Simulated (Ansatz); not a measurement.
# Eigenvalues along a path: InSb (rocksalt type)

```
In Sb
1.0
     0.00000    2.92835    2.92835
     2.92835    0.00000    2.92835
     2.92835    2.92835    0.00000
In Sb
1 1
Direct
  0.00000 0.00000 0.00000
  0.50000 0.50000 0.50000
```

The cell comes from a relaxation on PAW files under the same functional, begun from a prototype that needn't be the stable phase.

All numbers are LDA results (scalar-relativistic) from Ansatz 0.2.0, with a Γ-centred 11×11×11 k mesh, Fermi–Dirac smearing of 0.08 eV, no spin polarisation. Methods: LAPW: all electrons, basis error target 1 meV/atom.

This run: volume at 0.94 of the series' base cell.

Spin–orbit coupling is left out, which matters for the heavy atoms.

Path points, in fractions of the reciprocal vectors: Γ (0.000, 0.000, 0.000), X (0.500, 0.000, 0.500), U (0.625, 0.250, 0.625), K (0.375, 0.375, 0.750), L (0.500, 0.500, 0.500), W (0.500, 0.250, 0.750). The distance column jumps between branches of the path. Levels in eV from the Fermi level; bands 14 to 25, counted from the lowest band of the run. The gap is zero, the pressure 4.38 GPa.

```
# k(1/Å) point b14 b15 b16 b17 b18 b19 b20 b21 b22 b23 b24 b25
0.000 Γ -14.52 -14.52 -14.48 -14.48 -14.48 -11.96 -0.08 -0.08 -0.08 0.41 6.45 6.45
0.134 - -14.52 -14.51 -14.48 -14.48 -14.48 -11.89 -0.96 -0.22 -0.22 1.44 5.52 5.89
0.268 - -14.54 -14.51 -14.49 -14.47 -14.47 -11.70 -1.87 -0.57 -0.57 2.66 3.99 5.16
0.402 - -14.58 -14.51 -14.49 -14.46 -14.46 -11.36 -2.64 -1.03 -1.03 1.79 4.53 4.65
0.536 - -14.63 -14.50 -14.50 -14.45 -14.45 -10.89 -3.26 -1.51 -1.51 0.15 4.01 6.30
0.671 - -14.68 -14.50 -14.50 -14.44 -14.44 -10.31 -3.80 -1.93 -1.93 -1.33 3.61 7.79
0.805 - -14.72 -14.51 -14.49 -14.42 -14.42 -9.64 -4.33 -2.49 -2.25 -2.25 3.33 8.41
0.939 - -14.75 -14.51 -14.49 -14.41 -14.41 -9.03 -4.90 -3.15 -2.46 -2.46 3.16 8.93
1.073 X -14.76 -14.51 -14.49 -14.41 -14.41 -8.74 -5.20 -3.35 -2.53 -2.53 3.10 9.15
1.120 - -14.76 -14.51 -14.49 -14.41 -14.41 -8.74 -5.19 -3.50 -2.52 -2.38 3.14 9.08
1.168 - -14.76 -14.51 -14.49 -14.41 -14.41 -8.73 -5.16 -3.80 -2.48 -2.10 3.24 8.87
1.215 - -14.75 -14.51 -14.49 -14.41 -14.41 -8.72 -5.12 -4.15 -2.42 -1.79 3.42 8.57
1.262 - -14.74 -14.51 -14.50 -14.42 -14.41 -8.71 -5.05 -4.50 -2.35 -1.49 3.66 8.21
1.310 - -14.74 -14.50 -14.50 -14.42 -14.41 -8.70 -4.97 -4.84 -2.24 -1.20 3.97 7.81
1.357 - -14.73 -14.51 -14.50 -14.43 -14.42 -8.70 -5.16 -4.88 -2.12 -0.92 4.34 7.39
1.405 - -14.72 -14.52 -14.50 -14.43 -14.42 -8.71 -5.44 -4.76 -1.98 -0.67 4.75 6.97
1.452 U -14.70 -14.53 -14.49 -14.43 -14.42 -8.74 -5.69 -4.63 -1.82 -0.42 5.19 6.55
2.109 K -14.70 -14.53 -14.49 -14.43 -14.42 -8.74 -5.69 -4.63 -1.82 -0.42 5.19 6.55
2.251 - -14.66 -14.55 -14.48 -14.45 -14.43 -9.01 -6.07 -4.15 -1.22 0.28 5.32 6.03
2.394 - -14.62 -14.57 -14.46 -14.46 -14.44 -9.56 -5.91 -3.55 -0.50 1.01 4.22 5.44
2.536 - -14.59 -14.57 -14.47 -14.46 -14.45 -10.21 -5.36 -2.85 0.25 1.81 3.37 4.70
2.678 - -14.57 -14.56 -14.48 -14.46 -14.46 -10.81 -4.55 -2.09 0.72 2.72 3.08 3.98
2.820 - -14.55 -14.54 -14.48 -14.47 -14.46 -11.31 -3.55 -1.34 0.61 3.26 3.66 3.75
2.963 - -14.53 -14.52 -14.48 -14.47 -14.47 -11.67 -2.40 -0.69 0.27 2.42 4.72 4.83
3.105 - -14.52 -14.52 -14.48 -14.48 -14.48 -11.89 -1.15 -0.24 0.01 1.40 5.86 5.86
3.247 Γ -14.52 -14.52 -14.48 -14.48 -14.48 -11.96 -0.08 -0.08 -0.08 0.41 6.45 6.45
3.363 - -14.52 -14.52 -14.48 -14.48 -14.48 -11.91 -0.95 -0.08 -0.08 1.17 5.93 6.12
3.479 - -14.52 -14.52 -14.48 -14.48 -14.48 -11.77 -2.07 -0.05 -0.05 1.94 5.43 5.48
3.595 - -14.53 -14.53 -14.48 -14.47 -14.47 -11.53 -3.19 -0.01 -0.01 2.39 4.76 4.76
3.712 - -14.55 -14.55 -14.49 -14.46 -14.46 -11.20 -4.28 0.06 0.06 2.54 4.06 4.06
3.828 - -14.56 -14.56 -14.49 -14.45 -14.45 -10.79 -5.29 0.16 0.16 2.51 3.44 3.44
3.944 - -14.57 -14.57 -14.49 -14.44 -14.44 -10.34 -6.19 0.29 0.29 2.43 2.94 2.94
4.060 - -14.58 -14.58 -14.49 -14.44 -14.44 -9.93 -6.88 0.40 0.40 2.37 2.59 2.59
4.176 L -14.58 -14.58 -14.49 -14.44 -14.44 -9.74 -7.16 0.44 0.44 2.35 2.47 2.47
4.271 - -14.59 -14.58 -14.49 -14.44 -14.44 -9.70 -7.12 -0.01 0.25 2.21 2.45 2.91
4.366 - -14.60 -14.58 -14.49 -14.44 -14.44 -9.60 -7.02 -0.83 -0.31 1.99 2.54 3.90
4.461 - -14.62 -14.57 -14.48 -14.45 -14.43 -9.45 -6.85 -1.67 -1.06 1.95 2.69 5.02
4.555 - -14.64 -14.56 -14.48 -14.45 -14.43 -9.25 -6.61 -2.45 -1.85 2.02 2.89 6.12
4.650 - -14.66 -14.55 -14.47 -14.46 -14.42 -9.03 -6.31 -3.12 -2.61 2.13 3.12 6.86
4.745 - -14.68 -14.55 -14.47 -14.46 -14.42 -8.82 -5.96 -3.66 -3.31 2.25 3.35 6.83
4.840 - -14.69 -14.54 -14.47 -14.47 -14.41 -8.66 -5.60 -4.01 -3.88 2.35 3.54 6.56
4.935 W -14.69 -14.54 -14.47 -14.47 -14.41 -8.60 -5.41 -4.14 -4.14 2.38 3.62 6.46
5.002 - -14.70 -14.54 -14.48 -14.46 -14.41 -8.61 -5.37 -4.37 -3.89 1.94 4.08 5.80
5.069 - -14.71 -14.53 -14.49 -14.45 -14.41 -8.62 -5.24 -4.58 -3.63 1.20 4.89 5.19
5.136 - -14.72 -14.52 -14.49 -14.44 -14.41 -8.65 -5.04 -4.76 -3.36 0.44 4.62 5.77
5.203 - -14.73 -14.51 -14.50 -14.43 -14.41 -8.67 -4.92 -4.76 -3.11 -0.30 4.12 6.66
5.270 - -14.74 -14.51 -14.50 -14.42 -14.41 -8.70 -5.04 -4.41 -2.88 -1.00 3.70 7.53
5.337 - -14.75 -14.51 -14.49 -14.42 -14.41 -8.72 -5.13 -4.02 -2.69 -1.65 3.38 8.31
5.404 - -14.76 -14.51 -14.49 -14.41 -14.41 -8.73 -5.18 -3.60 -2.57 -2.22 3.17 8.91
5.471 X -14.76 -14.51 -14.49 -14.41 -14.41 -8.74 -5.20 -3.35 -2.53 -2.53 3.10 9.15
```
